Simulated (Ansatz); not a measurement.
Results of LDA in Ansatz (plane waves, PAW) for tetradymite Sb2Te3.

Numerical settings: plane-wave cutoff 520 eV, 10×10×10 k mesh, Fermi–Dirac smearing 0.01 eV, scalar-relativistic PAW data made under PBE.

Energies at three volumes about the minimum:

```tsv
V (Å³/atom)	E − E_lowest (meV/atom)
30.111	1.78
30.726	0.00
31.340	1.62
```

Question: Fit a parabola by hand: where is the minimum, and what is the bulk modulus?

Answer: Slopes: (0.00 − 1.78)/(30.726 − 30.111) = -2.894 and (1.62 − 0.00)/(31.340 − 30.726) = 2.638 meV/Å³. Curvature E″ = 2 × (2.638 − (-2.894))/(31.340 − 30.111) = 9.002 meV/Å⁶. From the middle of the first interval, the slope vanishes at V0 = 30.4185 − (-2.894)/9.002 = 30.740 Å³/atom. B = V0 E″ = 30.740 × 9.002 meV/Å³ × 0.1602 GPa per meV/Å³ = 44.3 GPa. The full Birch–Murnaghan fit to all volumes gives V0 = 30.721 Å³/atom and B0 = 43.8 GPa.

Shape and atoms are relaxed at each volume.

Measured, for comparison: bulk modulus 36.1 ± 0.9 GPa (temperature not stated, not corrected to a static lattice; as tabulated in Sans et al. (2019), arXiv:1907.08317). Computed (rounded) less measured: bulk modulus +21 %.

Note: the gap of the solid is closed in this run; this level leaves the solid without a gap, although one is measured; the bulk modulus comes from volumes at which shape and atoms were relaxed.

Ansatz is a first-principles code.
